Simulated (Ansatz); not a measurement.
# TaN: properties at the relaxed cell

The task here is to estimate one member of a computed series from the others.

Computed with Ansatz 0.2.0 (DFT r2SCAN, scalar-relativistic, plane waves, PAW, unless a step's input says otherwise).

1 further run of the same task is left out (set aside as unsound or not needed).

### The starting structure

The structure is hexagonal, space group P-6m2 (No. 187). Conventional cell: a = 2.936 Å, b = 2.936 Å, c = 2.885 Å, α = 90.00°, β = 90.00°, γ = 120.00°. Around Ta (site symmetry -6m2) lie 6 N at 2.23 Å. N (site symmetry -6m2) has 6 Ta at 2.23 Å as nearest neighbours.

As a file:

```cif
data_structure
_symmetry_space_group_name_H-M 'P-6m2'
_symmetry_Int_Tables_number 187
_cell_length_a 2.9362
_cell_length_b 2.9362
_cell_length_c 2.8846
_cell_angle_alpha 90.000
_cell_angle_beta 90.000
_cell_angle_gamma 120.000
_cell_volume 21.54
loop_
_atom_site_label
_atom_site_type_symbol
_atom_site_symmetry_multiplicity
_atom_site_Wyckoff_symbol
_atom_site_fract_x
_atom_site_fract_y
_atom_site_fract_z
_atom_site_occupancy
Ta1 Ta 1 d 0.33333 0.66667 0.50000 1
N1 N 1 a 0.00000 0.00000 0.00000 1
```

It is the result of an earlier relaxation at this level (volume 10.77 Å³/atom; gap on the mesh: none (metal)).

Set-up of the first run:

input.yaml reads:

```yaml
crystal:
  lattice:
    - [2.9064942523, 0.0, 0.0]
    - [-1.4532471261, 2.5170978584, 0.0]
    - [0.0, 0.0, 2.8554791615]
  atoms:
    - { symbol: Ta, position: [0.3333333333, 0.6666666667, 0.5] }
    - { symbol: "N", position: [0.0, 0.0, 0.0] }
basis:
  ecutwfc: 500
kpoints:
  mp_grid: { grid: [18, 18, 14] }
hamiltonian:
  xc: r2scan
scf:
  occupations: { method: gaussian, width: 0.1 }
output:
  forces: true
  stress: true
  eigenvalues: true
relax:
  adjacent_minimum: "off"
  f_tol: 0.01
  max_steps: 30
  cell: { stress_tol: 0.1, fix: [volume] }
```

On the command line:

```sh
ansatz run input.yaml --threads 1 --pin off --max-ram 2560MiB --backend cpu --events-out ev --progress --plain --runs-dir out
```

Steps of the session up to this table: Volume × 0.97; Volume × 1.03; The cell scaled to 0.94 of its volume; The cell scaled to 1.06 of its volume; Point at V/V0 = 0.91; The cell scaled to 1.10 of its volume; The cell scaled to 0.88 of its volume.

One of the session's tables, all rows but one given; the rest of the session is left out.

It belongs to the step «Equation of state». 

| volume (Å³/atom) | energy above the lowest point (meV/atom) | pressure (GPa) |
| --- | --- | --- |
| 9.476 | 217.1 | 60.21 |
| 9.799 | ? | ? |
| 10.122 | 48.3 | 25.33 |
| 10.445 | 11.4 | 11.65 |
| 10.768 | 0.0 | -0.02 |
| 11.091 | 10.4 | -9.98 |
| 11.414 | 39.3 | -18.48 |
| 11.845 | 102.0 | -27.88 |

Estimate the missing values for volume (Å³/atom) = 9.799.

Worked estimate for «energy above the lowest point (meV/atom)». A straight line through the neighbours (9.476, 217.1) and (10.122, 48.3) gives 217.1 + (48.3 − 217.1) × (9.799 − 9.476) / (10.122 − 9.476) = 132.7; a parabola fitted to 3 rows on both sides gives 116.9.

As computed: energy above the lowest point (meV/atom): 115.2; pressure (GPa): 41.38. In «energy above the lowest point (meV/atom)» the line misses by +17.5 and the parabola by +1.7.
